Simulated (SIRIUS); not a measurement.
**C under changes of volume**

One of the cells (5.672 Å³/atom); the others are scaled copies at fixed shape and fractional positions:

```
CELL_PARAMETERS angstrom
0.00000 1.78337 1.78337
1.78337 0.00000 1.78337
1.78337 1.78337 0.00000
ATOMIC_POSITIONS crystal
C 0.75000 0.75000 0.75000
C 0.50000 0.50000 0.50000
```

This isn't the form of C at room conditions, which is graphite.

* Program: SIRIUS 7.12.0
* Functional: LDA
* Potentials or basis: all-electron FP-LAPW
* Cutoff: 321 eV
* Basis: apw+lo standard
* k mesh: 13 × 13 × 13
* Occupations: fermi-dirac, width 0.05 eV
* Spin: no spin polarisation

| volume (Å³/atom) | energy over the lowest point (meV/atom) | gap on the mesh (eV) |
| --- | --- | --- |
| 5.332 | 8.06 | 4.26 |
| 5.445 | 0.44 | 4.21 |
| 5.558 | 0.00 | 4.16 |
| 5.672 | 6.27 | 4.12 |
| 5.785 | 18.32 | 4.07 |
| 5.899 | ? | ? |
| 6.012 | 58.28 | 3.98 |

Q: What does the run at 5.899 Å³/atom give?

A: Energy over the lowest point 35.79 meV/atom; gap on the mesh 4.02 eV.

Worked out: A Birch-Murnaghan fit of order 3 (a polynomial in V^(-2/3)) to the other rows has its minimum at 5.51 Å³/atom with B0 = V·E''(V) = 472 GPa and B' = 3.9. It gives 35.95 meV/atom at 5.899 Å³/atom, against the run's 35.79. A straight line through the other rows of the gap, of slope -2.32 eV per unit of ln V, gives 4.02 eV, against the run's 4.02.

Energies are extrapolated to zero smearing.

Caveats: an odd mesh through Γ misses points on the zone boundary, where band edges often lie.
